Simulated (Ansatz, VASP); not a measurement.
# Fe in VASP and in Ansatz

The input INCAR:

```
PREC = Accurate
ENCUT = 520
EDIFF = 1E-6
ISMEAR = -1
SIGMA = 0.1
LREAL = False
LASPH = True
NELM = 60
ALGO = Normal
ISIF = 2
LWAVE = False
LCHARG = True
GGA = B5
ALDAX = 1.0
AGGAX = 1.0
AGGAC = 1.0
ALDAC = 0.0
LELF = True
LVHAR = True
NBANDS = 15
```

Contents of KPOINTS:

```
regular mesh
0
Gamma
  12 12 12
```

POSCAR

```
Fe
1.0
    0.0000000000      2.4717227966      2.4717227966
    2.4717227966      0.0000000000      2.4717227966
    2.4717227966      2.4717227966      0.0000000000
Fe
2
Direct
    0.1250000000      0.1250000000      0.1250000000
    0.8750000000      0.8750000000      0.8750000000
```

Input for Ansatz:

```yaml
crystal:
  lattice:
    - [0.0, 2.4717227966, 2.4717227966]
    - [2.4717227966, 0.0, 2.4717227966]
    - [2.4717227966, 2.4717227966, 0.0]
  atoms:
    - { symbol: Fe, position: [0.125, 0.125, 0.125] }
    - { symbol: Fe, position: [0.875, 0.875, 0.875] }
hamiltonian:
  xc: blyp
  pseudopotentials:
    kind: paw
    azcp:
      Fe: "pseudopotentials/Fe.paw.azcp"
basis:
  ecutwfc: 420
  fft_grid_basis: typed
kpoints:
  mp_grid: { grid: [12, 12, 12], shift: [0, 0, 0] }
magnetization:
  spin_polarized: false
scf:
  occupations: { method: fermi_dirac, width: 0.1 }
  lower_state_search: "off"
output:
  stress: true
  write_density: true
  write_potential: true
  elf: true
  volumetric_format: npy
```

Alike in both runs: task single point; functional BLYP; k mesh 12 × 12 × 12; occupations fermi-dirac, width 0.1 eV; no spin polarisation.

|  | VASP | Ansatz |
| --- | --- | --- |
| version | VASP 6.6.1 | Ansatz 0.2.0 |
| potentials or method | VASP PAW PBE potentials, release 64 (Fe) | plane waves (420 eV) with PAW, scalar-relativistic |
| plane-wave cutoff (eV) | 520 | 420 |
| valence electrons in the cell | 16 | 32 |

|  | VASP | Ansatz | Ansatz less VASP |
| --- | --- | --- | --- |
| pressure (GPa) | -0.8 | 0.0 | +0.81 |

The two sets of potentials don't hold the same shells in valence.

Caveats: the PAW data sets were made with another functional, which shifts forces and pressure a little (VASP); the run has no spin polarisation, though such a crystal can be magnetic. Spin polarisation is off, so any magnetic state and its effect on volume and gap are missing.
